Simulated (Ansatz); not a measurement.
Pt in Ansatz: the effect of functional

The system is Pt.

```
CELL_PARAMETERS angstrom
0.00000 1.94774 1.94774
1.94774 0.00000 1.94774
1.94774 1.94774 0.00000
ATOMIC_POSITIONS crystal
Pt 0.00000 0.00000 0.00000
```

The cell isn't the ideal one: volume scaled by 0.98.

Alike in all runs:

- Program: Ansatz 0.2.0
- Task: single point
- Potentials or basis: Ansatz PAW
- k mesh: 12 × 12 × 12
- Occupations: fermi-dirac, width 0.05 eV
- Spin: no spin polarisation

| functional | cutoff | pressure (GPa) |
| --- | --- | --- |
| LDA | 420 eV (not typed: the program's choice for these potentials) | ? |
| r2SCAN | 500 eV (not typed: the program's choice for these potentials) | 10.4 |
| PBE | 420 eV (not typed: the program's choice for these potentials) | 16.7 |

Q: What does the run with functional LDA give?

A: Pressure -0.2 GPa.

Caveats: the PAW data sets come from PBE, with cores solved anew for the run's functional, which leaves a small shift of forces and pressure (some runs).
